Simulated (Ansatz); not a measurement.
# Mn: the order of phases at one pressure

Aim: bring Mn in several structures (hcp, diamond, omega, beta tin) to one pressure and rank them by enthalpy. The pressure is set by scaling the first phase. The runs shown use LAPW. Companion runs by PAW are cited.

Computed with Ansatz 0.2.0 (DFT, PBE, all-electron LAPW, scalar-relativistic, unless a step's input says otherwise).

1 further run of the same task is left out (it didn't finish).

### Step 1. The system as given

Symmetry: P6_3/mmc, No. 194, hexagonal system. Conventional cell: a = 1.971 Å, b = 1.971 Å, c = 3.159 Å, α = 90.00°, β = 90.00°, γ = 120.00°. Mn (site symmetry -6m2) is surrounded by 12 Mn at 1.95 to 1.97 Å.

As a file:

```xyz
2
Lattice="1.9705 0.0000 0.0000 -0.9853 1.7065 0.0000 0.0000 0.0000 3.1594" Properties=species:S:1:pos:R:3 pbc="T T T"
Mn    0.0000    1.1377    0.7899
Mn    0.9853    0.5688    2.3696
```

Atoms are numbered in the order of the input: Mn1, Mn2.

### Step 2. Hcp relaxed under pressure, LAPW

input.yaml reads:

```yaml
crystal:
  lattice:
    - [1.9705212513, 0.0, 0.0]
    - [-0.9852606257, 1.7065214623, 0.0]
    - [0.0, 0.0, 3.1594285976]
  atoms:
    - { symbol: Mn, position: [0.3333333333, 0.6666666667, 0.25], spin: 3.0 }
    - { symbol: Mn, position: [0.6666666667, 0.3333333333, 0.75], spin: 3.0 }
magnetization:
  spin_polarized: true
kpoints:
  mp_grid: { grid: [22, 22, 12] }
scf:
  occupations: { method: fermi_dirac, width: 0.05 }
hamiltonian:
  xc: pbe
  pseudopotentials: { kind: all_electron, lapw: { basis_error: 0.0005 } }
output:
  forces: true
  stress: true
  eigenvalues: true
relax:
  f_tol: 0.005
  max_steps: 12
  cell: { p_target: 830.0, stress_tol: 0.415 }
```

Launch:

```
$ ansatz run input.yaml --threads 2 --pin off --max-ram 7168MiB --backend cpu --events-out ev --progress --plain --runs-dir out
```

The log of the run, shortened:

```text
[...]
LAPW: plane waves up to 12.492 Å⁻¹, error target 5.0e-4 eV per atom; small_component_spin mean_spin; Mn in spheres of 0.944 Å, 23 of its electrons in bands, Dirac shells []
[...]
Pseudopotentials: kind: all_electron
Pseudopotential: Mn, LAPW, valence charge 23, Koelling and Harmon's equation, gaussian nucleus
Functional definition: PBE
[...]
Crystal: 2 atoms, lattice volume = 10.624 Å³
Basis set: ecut = 594.5146008895871 eV, 337 PW (Γ), exchange–correlation at level 2
Bands: 32, of which v1, the nominal top of the filled ones, is band 23 counted from 1 (22 counted from 0)
Symmetry: 24 space group operations
Space group: P63/mmc (ITA 194), of the structure as read, at distance tolerance 2.2e-5 Å
Magnetic group: BNS 194.263 (UNI 1493), of the structure as read, at distance tolerance 2.2e-5 Å
k-points: 364 of 5808
[...]
Starting moments: Σ|m| = 6 μB on 2 of 2 sites
[...]
SCF iter   1: F=—  HF=-63035.414469 eV  |F-HF|=—  |Δ(HF+E_count)|=         —  Δρ=1.84e-1 (↑1.84e-1 ↓1.79e-1)  dr2=2.43e-2  dr2_m=3.20e0  M=2.415 μB ∫|m|=2.415 μB  β_m=0.30  ethr=5.23e-5  ⟨swp⟩=3.0  Hψ=160044  notcnv=0
[...]
WARN: the starting moments were not kept: the SCF closed with an absolute magnetisation of 7.3e-7 μB, where they sum to 6 μB in size (2 sites). That is at most 0.1 of that sum. Measured as dr2_m measures the in/out step, that magnetisation stands 1.2e-13 eV from none, at or under the [...]
relax step   1: F+E_penalty+E_count = -63040.58446620 eV  Δ(F+E_penalty+E_count) = +0.000e0 eV  max|allowed force component| = 1.480e-16 eV/Å  Δτ_max = 0.0000 Å  P = +831.740 GPa  Ω = 10.624 Å³  (10 SCF iters, accepted)
[...]
relax step   2: F+E_penalty+E_count = -63040.63240318 eV  Δ(F+E_penalty+E_count) = -4.794e-2 eV  max|allowed force component| = 1.156e-16 eV/Å  Δτ_max = 0.0000 Å  P = +829.329 GPa  Ω = 10.634 Å³  (4 SCF iters, accepted)
[...]
```

### Step 3. The output, continued: hcp relaxed under pressure, LAPW

Output, continued, shortened:

```text
Basis set: ecut = 594.2657084611606 eV, 337 PW (Γ), exchange–correlation at level 2
[...]
SCF iter   1: F=—  HF=-63040.619084 eV  |F-HF|=—  |Δ(HF+E_count)|=         —  Δρ=9.28e-6 (↑9.28e-6 ↓9.28e-6)  dr2=1.04e-8  dr2_m=4.44e-15  M=0.000 μB ∫|m|=0.000 μB  β_m=0.65  ethr=1.98e-11 (applied; sched 6.07e-12)  ⟨swp⟩=5.3  Hψ=136733  notcnv=0
[...]
relax step   3: F+E_penalty+E_count = -63040.61908347 eV  Δ(F+E_penalty+E_count) = +1.332e-2 eV  max|allowed force component| = 6.014e-17 eV/Å  Δτ_max = 0.0000 Å  P = +829.997 GPa  Ω = 10.631 Å³  (3 SCF iters, accepted)
[...]
relax step   4: F+E_penalty+E_count = -63040.61908347 eV  Δ(F+E_penalty+E_count) = +2.387e-9 eV  max|allowed force component| = 9.714e-17 eV/Å  Δτ_max = 0.0000 Å  P = +829.997 GPa  Ω = 10.631 Å³  stress off target by 3.66e-2 GPa  SCF on the basis re-selected at this cell (its energy is [...]
  atom   1  Mn    -0.00000000    -0.00000000     0.00000000
  atom   2  Mn     0.00000000     0.00000000     0.00000000
[...]
--- Stress (GPa, compression-positive) ---
      829.977836      -0.000000       0.000000
       -0.000000     829.977836      -0.000000
        0.000000      -0.000000     830.036635
  P = ⅓ Tr σ = 829.9974 GPa (8299.974 kbar)
--- Band table (eV; the first three rows and the last of 728) ---
[...]
--- Relaxed structure (3 steps of the walk, 3 accepted, 1 SCFs on fresh bases) ---
  F+E_penalty+E_count = -63040.61908347 eV   max|allowed force component| = 9.714e-17 eV/Å   (the final SCF, on the basis selected at the relaxed cell)
  cell:  # Å, volume = 10.6310 Å³
    - [1.9709104887769637, 2.8873154623418648e-11, 4.2438683623285785e-34]
    - [-0.9854552444134868, 1.7068585518516188, -4.115316045420334e-34]
    - [7.03504937188863e-34, -3.690517703285838e-34, 3.16016509020816]
  atoms:
    - { symbol: Mn, position: [0.33333333333333337, 0.6666666666666667, 0.25] }
    - { symbol: Mn, position: [0.6666666666666666, 0.3333333333333333, 0.75] }
```

It took 5.1 min on 2 threads of Arm Neoverse V1, shared host; peak memory 1.7 GiB.

The steps of the relaxation:

```tsv
step	energy from step 1 (eV/cell)	largest force component (eV/Å)	pressure (GPa)	volume (Å³)
1	0.0000	0.0000	831.74	10.62
2	-0.0479	0.0000	829.33	10.63
3	-0.0346	0.0000	830.00	10.63
4	-0.0346	0.0000	830.00	10.63
```

Step 1 is the start. Step 4 repeats the geometry before on a plane-wave basis chosen anew for that cell, so the energy can jump there without any move; the table keeps such jumps.

| input's cell | before | after | change |
| --- | --- | --- | --- |
| a (Å) | 1.971 | 1.971 | +0.0 % |
| b (Å) | 1.971 | 1.971 | +0.0 % |
| c (Å) | 3.159 | 3.160 | +0.0 % |
| volume (Å³/atom) | 5.31 | 5.32 | +0.1 % |

Read from it: pressure 830.00 GPa; no gap.

### Step 4. Diamond relaxed under pressure, LAPW

input.yaml reads:

```yaml
crystal:
  lattice:
    - [0.0, 1.820273925, 1.820273925]
    - [1.820273925, 0.0, 1.820273925]
    - [1.820273925, 1.820273925, 0.0]
  atoms:
    - { symbol: Mn, position: [-0.125, -0.125, -0.125], spin: 3.0 }
    - { symbol: Mn, position: [0.125, 0.125, 0.125], spin: 3.0 }
magnetization:
  spin_polarized: true
kpoints:
  mp_grid: { grid: [17, 17, 17] }
scf:
  occupations: { method: fermi_dirac, width: 0.05 }
hamiltonian:
  xc: pbe
  pseudopotentials: { kind: all_electron, lapw: { basis_error: 0.0005 } }
output:
  forces: true
  stress: true
  eigenvalues: true
relax:
  f_tol: 0.005
  max_steps: 12
  cell: { p_target: 830.0, stress_tol: 0.415 }
```

Launch:

```
$ ansatz run input.yaml --threads 2 --pin off --max-ram 7168MiB --backend cpu --events-out ev --progress --plain --runs-dir out
```

The log of the run, shortened:

```text
[...]
LAPW: plane waves up to 15.536 Å⁻¹, error target 5.0e-4 eV per atom; small_component_spin mean_spin; Mn in spheres of 0.765 Å, 23 of its electrons in bands, Dirac shells []
[...]
[... 3 set-up lines as earlier in the session ...]
[...]
Crystal: 2 atoms, lattice volume = 12.063 Å³
Basis set: ecut = 919.6595117729526 eV, 749 PW (Γ), exchange–correlation at level 2
Bands: 32, of which v1, the nominal top of the filled ones, is band 23 counted from 1 (22 counted from 0)
Symmetry: 48 space group operations
Space group: Fd-3m (ITA 227), of the structure as read, at distance tolerance 2.3e-5 Å
Magnetic group: BNS 227.128 (UNI 1630), of the structure as read, at distance tolerance 2.3e-5 Å
k-points: 165 of 4913
[...]
Starting moments: Σ|m| = 6 μB on 2 of 2 sites
[...]
SCF iter   1: F=—  HF=-63027.165464 eV  |F-HF|=—  |Δ(HF+E_count)|=         —  Δρ=2.53e-1 (↑1.64e-1 ↓2.53e-1)  dr2=2.23e0  dr2_m=4.42e0  M=2.388 μB ∫|m|=2.388 μB  β_m=0.30  ethr=4.85e-3  ⟨swp⟩=2.0  Hψ=69269  notcnv=0
[...]
the basis was enlarged: its passes take 823.8 KiB over the memory plan, 2 of 2 planned eigensolver slots
[...]
WARN: the starting moments were not kept: the SCF closed with an absolute magnetisation of 2.8e-8 μB, where they sum to 6 μB in size (2 sites). That is at most 0.1 of that sum. Measured as dr2_m measures the in/out step, that magnetisation stands 2.7e-16 eV from none, at or under the [...]
relax step   1: F+E_penalty+E_count = -63030.78714811 eV  Δ(F+E_penalty+E_count) = +0.000e0 eV  max|allowed force component| = 2.591e-16 eV/Å  Δτ_max = 0.0000 Å  P = +890.948 GPa  Ω = 12.063 Å³  (12 SCF iters, accepted)
[...]
relax step   2: F+E_penalty+E_count = -63032.82528465 eV  Δ(F+E_penalty+E_count) = -2.038e0 eV  max|allowed force component| = 2.776e-15 eV/Å  Δτ_max = 0.0000 Å  P = +804.029 GPa  Ω = 12.448 Å³  (7 SCF iters, accepted)
[...]
SCF iter   2: F=—  HF=-63032.224492 eV  |F-HF|=—  |Δ(HF+E_count)|=   3.69e-4  Δρ=2.92e-4 (↑2.92e-4 ↓2.92e-4)  dr2=2.60e-5  dr2_m=2.20e-15  M=0.000 μB ∫|m|=0.000 μB  β_m=0.38  ethr=5.48e-7  ⟨swp⟩=3.0  Hψ=31136  notcnv=0
[...]
```

### Step 5. More of the same log: diamond relaxed under pressure, LAPW

The log, continued, shortened:

```text
SCF iter   3: F=—  HF=-63032.224627 eV  |F-HF|=—  |Δ(HF+E_count)|=   1.35e-4  Δρ=1.15e-4 (↑1.15e-4 ↓1.15e-4)  dr2=2.08e-6  dr2_m=7.34e-16  M=0.000 μB ∫|m|=0.000 μB  β_m=0.58  ethr=4.51e-9  ⟨swp⟩=2.0  Hψ=52112  notcnv=0
[...]
relax step   3: F+E_penalty+E_count = -63032.22478910 eV  Δ(F+E_penalty+E_count) = +6.005e-1 eV  max|allowed force component| = 1.036e-15 eV/Å  Δτ_max = 0.0000 Å  P = +829.530 GPa  Ω = 12.330 Å³  (6 SCF iters, accepted)
[...]
relax step   4: F+E_penalty+E_count = -63032.21365338 eV  Δ(F+E_penalty+E_count) = +1.114e-2 eV  max|allowed force component| = 1.813e-15 eV/Å  Δτ_max = 0.0000 Å  P = +830.002 GPa  Ω = 12.328 Å³  (4 SCF iters, accepted)
[...]
  atom   2  Mn    -0.00000000    -0.00000000    -0.00000000
[...]
--- Stress (GPa, compression-positive) ---
      829.998937       0.000000      -0.000000
        0.000000     829.998937       0.000000
       -0.000000       0.000000     829.998937
  P = ⅓ Tr σ = 829.9989 GPa (8299.989 kbar)
--- Band table (eV; the first three rows and the last of 330) ---
[...]
--- Relaxed structure (4 steps of the walk, 4 accepted, 1 SCFs on fresh bases) ---
  F+E_penalty+E_count = -63032.21365316 eV   max|allowed force component| = 2.405e-15 eV/Å   (the final SCF, on the basis selected at the relaxed cell)
  cell:  # Å, volume = 12.3283 Å³
    - [-1.9744566627470413e-34, 1.8335438772910724, 1.8335438772910724]
    - [1.8335438772910724, 8.725824606333697e-34, 1.8335438772910724]
    - [1.8335438772910724, 1.8335438772910724, 3.057223219737353e-34]
  atoms:
    - { symbol: Mn, position: [-0.12499999999999999, -0.12499999999999999, -0.12499999999999999] }
    - { symbol: Mn, position: [0.12499999999999999, 0.12499999999999999, 0.12499999999999999] }
```

Run time: 5.4 min. Hardware: 2 threads of Arm Neoverse V1, shared host; peak memory 1.2 GiB.

The steps of the relaxation:

```tsv
step	energy from step 1 (eV/cell)	largest force component (eV/Å)	pressure (GPa)	volume (Å³)
1	0.0000	0.0000	890.95	12.06
2	-2.0381	0.0000	804.03	12.45
3	-1.4376	0.0000	829.53	12.33
4	-1.4265	0.0000	830.00	12.33
5	-1.4265	0.0000	830.00	12.33
```

Step 1 is the start. Step 5 repeats the geometry before on a plane-wave basis chosen anew for that cell, so the energy can jump there without any move; the table keeps such jumps.

| input's cell | before | after | change |
| --- | --- | --- | --- |
| a (Å) | 2.574 | 2.593 | +0.7 % |
| b (Å) | 2.574 | 2.593 | +0.7 % |
| c (Å) | 2.574 | 2.593 | +0.7 % |
| volume (Å³/atom) | 6.03 | 6.16 | +2.2 % |

Result: pressure 830.00 GPa; no gap.

### Step 6. Omega relaxed under pressure, LAPW

input.yaml reads:

```yaml
crystal:
  lattice:
    - [3.1068191952, 0.0, 0.0]
    - [-1.5534095976, 2.690584348, 0.0]
    - [0.0, 0.0, 1.9126166836]
  atoms:
    - { symbol: Mn, position: [0.0, 0.0, 0.0], spin: 3.0 }
    - { symbol: Mn, position: [0.3333333333, 0.6666666667, 0.5], spin: 3.0 }
    - { symbol: Mn, position: [0.6666666667, 0.3333333333, 0.5], spin: 3.0 }
magnetization:
  spin_polarized: true
kpoints:
  mp_grid: { grid: [12, 12, 16] }
scf:
  occupations: { method: fermi_dirac, width: 0.05 }
hamiltonian:
  xc: pbe
  pseudopotentials: { kind: all_electron, lapw: { basis_error: 0.0005 } }
output:
  forces: true
  stress: true
  eigenvalues: true
relax:
  f_tol: 0.005
  max_steps: 12
  cell: { p_target: 830.0, stress_tol: 0.415 }
```

Launch:

```
$ ansatz run input.yaml --threads 2 --pin off --max-ram 7168MiB --backend cpu --events-out ev --progress --plain --runs-dir out
```

The log of the run, shortened:

```text
[...]
LAPW: plane waves up to 13.612 Å⁻¹, error target 5.0e-4 eV per atom; small_component_spin mean_spin; Mn in spheres of 0.870 Å, 23 of its electrons in bands, Dirac shells []
[...]
[... 3 set-up lines as earlier in the session ...]
[...]
Crystal: 3 atoms, lattice volume = 15.988 Å³
Basis set: ecut = 705.8918990171269 eV, 681 PW (Γ), exchange–correlation at level 2
Bands: 47, of which v1, the nominal top of the filled ones, is band 35 counted from 1 (34 counted from 0)
[... 1 set-up line as earlier in the session ...]
Space group: P6/mmm (ITA 191), of the structure as read, at distance tolerance 2.5e-5 Å
Magnetic group: BNS 191.233 (UNI 1463), of the structure as read, at distance tolerance 2.5e-5 Å
k-points: 171 of 2304
[...]
Starting moments: Σ|m| = 9 μB on 3 of 3 sites
[...]
SCF iter   1: F=—  HF=-94553.001061 eV  |F-HF|=—  |Δ(HF+E_count)|=         —  Δρ=1.97e-1 (↑1.97e-1 ↓1.88e-1)  dr2=4.99e-2  dr2_m=5.40e0  M=3.548 μB ∫|m|=3.550 μB  β_m=0.30  ethr=7.20e-5  ⟨swp⟩=3.0  Hψ=101254  notcnv=0
[...]
the basis was enlarged: its passes take 1.1 MiB over the memory plan, 2 of 2 planned eigensolver slots
[...]
the search or the solves at the SCF's close seem to have found levels that the self-consistency loop had missed (the run counts 1). By its estimate they hold under 1e-12 electrons; where the run keeps them, the occupations were computed again with them
WARN: the starting moments were not kept: the SCF closed with an absolute magnetisation of 1.4e-7 μB, where they sum to 9 μB in size (3 sites). That is at most 0.1 of that sum. Measured as dr2_m measures the in/out step, that magnetisation stands 2.2e-15 eV from none, at or under the [...]
relax step   1: F+E_penalty+E_count = -94560.71394327 eV  Δ(F+E_penalty+E_count) = +0.000e0 eV  max|allowed force component| = 1.036e-15 eV/Å  Δτ_max = 0.0000 Å  P = +833.408 GPa  Ω = 15.988 Å³  (12 SCF iters, accepted)
[...]
relax step   2: F+E_penalty+E_count = -94560.85427883 eV  Δ(F+E_penalty+E_count) = -1.403e-1 eV  max|allowed force component| = 7.401e-16 eV/Å  Δτ_max = 0.0000 Å  P = +828.644 GPa  Ω = 16.015 Å³  (5 SCF iters, accepted)
[...]
```

### Step 7. The output, continued: omega relaxed under pressure, LAPW

Output, continued, shortened:

```text
SCF iter   1: F=—  HF=-94560.816155 eV  |F-HF|=—  |Δ(HF+E_count)|=         —  Δρ=3.11e-5 (↑3.11e-5 ↓3.11e-5)  dr2=2.30e-7  dr2_m=1.10e-16  M=-0.000 μB ∫|m|=0.000 μB  β_m=0.65  ethr=2.36e-10  ⟨swp⟩=5.0  Hψ=92678  notcnv=0
[...]
relax step   3: F+E_penalty+E_count = -94560.81615443 eV  Δ(F+E_penalty+E_count) = +3.812e-2 eV  max|allowed force component| = 6.908e-16 eV/Å  Δτ_max = 0.0000 Å  P = +829.932 GPa  Ω = 16.008 Å³  (3 SCF iters, accepted)
[...]
relax step   4: F+E_penalty+E_count = -94560.81615406 eV  Δ(F+E_penalty+E_count) = +3.744e-7 eV  max|allowed force component| = 6.415e-16 eV/Å  Δτ_max = 0.0000 Å  P = +829.932 GPa  Ω = 16.008 Å³  stress off target by 3.81e-1 GPa  SCF on the basis re-selected at this cell (its energy is [...]
SCF converged after 3 iterations
Magnetization: -0.0000 μB (34.5000 up, 34.5000 down)
Absolute magnetization: 0.0000 μB (∫|ρ↑−ρ↓|)
[...]
  atom   3  Mn     0.00000000     0.00000000     0.00000000
[...]
--- Stress (GPa, compression-positive) ---
      830.088801      -0.000000       0.000000
       -0.000000     830.088801      -0.000000
        0.000000      -0.000000     829.619399
  P = ⅓ Tr σ = 829.9323 GPa (8299.323 kbar)
--- Band table (eV; the first three rows and the last of 342) ---
[...]
--- Relaxed structure (3 steps of the walk, 3 accepted, 1 SCFs on fresh bases) ---
  F+E_penalty+E_count = -94560.81615406 eV   max|allowed force component| = 6.415e-16 eV/Å   (the final SCF, on the basis selected at the relaxed cell)
  cell:  # Å, volume = 16.0076 Å³
    - [3.10855088510341, 0.0, 0.0]
    - [-1.554275442551705, 2.692084035456155, 3.3526917319025793e-20]
    - [0.0, 2.3832793594303375e-20, 1.9128386228497807]
  atoms:
    - { symbol: Mn, position: [-3.459843646245441e-35, 1.6900918175218898e-35, 7.24454326306137e-71] }
    - { symbol: Mn, position: [0.33333333333333326, 0.6666666666666665, 0.5] }
    - { symbol: Mn, position: [0.6666666666666665, 0.33333333333333326, 0.5] }
```

It took 7.6 min on 2 threads of Arm Neoverse V1, shared host; peak memory 1.7 GiB.

The steps of the relaxation:

```tsv
step	energy from step 1 (eV/cell)	largest force component (eV/Å)	pressure (GPa)	volume (Å³)
1	0.0000	0.0000	833.41	15.99
2	-0.1403	0.0000	828.64	16.01
3	-0.1022	0.0000	829.93	16.01
4	-0.1022	0.0000	829.93	16.01
```

Step 1 is the start. Step 4 repeats the geometry before on a plane-wave basis chosen anew for that cell, so the energy can jump there without any move; the table keeps such jumps.

| input's cell | before | after | change |
| --- | --- | --- | --- |
| a (Å) | 3.107 | 3.109 | +0.1 % |
| b (Å) | 3.107 | 3.109 | +0.1 % |
| c (Å) | 1.913 | 1.913 | +0.0 % |
| volume (Å³/atom) | 5.33 | 5.34 | +0.1 % |

Read from it: pressure 829.93 GPa; no gap.

### Step 8. The series in one table

Rows by PAW come from runs of the same series that aren't printed here.

Enthalpy per atom, H = F + pV at p = 830 GPa, from each method's lowest phase:

```
method     start  space group, start → end  volume (Å³/atom)  pressure (GPa)  enthalpy (meV/atom)
  LAPW       hcp       P6_3/mmc → P6_3/mmc             5.316           830.0                  0.0
  LAPW   diamond             Fd-3m → Fd-3m             6.164           830.0               8599.2
  LAPW     omega           P6/mmm → P6/mmm             5.336           829.9                142.9
   PAW       hcp       P6_3/mmc → P6_3/mmc             5.312           830.0                  0.0
   PAW   diamond             Fd-3m → Fd-3m             6.031           830.0               8296.1
   PAW  beta tin       I4_1/amd → I4_1/amd             5.420           830.1               1789.3
   PAW     omega           P6/mmm → P6/mmm             5.329           830.0                137.8
```

### Step 9. Summary of results

```
     quantity                            value
     pressure                          830 GPa
lowest (LAPW)  hcp, 142.9 meV/atom under omega
 lowest (PAW)  hcp, 137.8 meV/atom under omega
```

**Reading.** By LAPW the order is hcp < omega < diamond. By PAW the order is hcp < omega < beta tin < diamond. Only these structures were tried, with electrons smeared by 0.05 eV and without vibrations, so the true ground state may be another. The k meshes differ between phases and weren't tested, which can move differences by some meV.
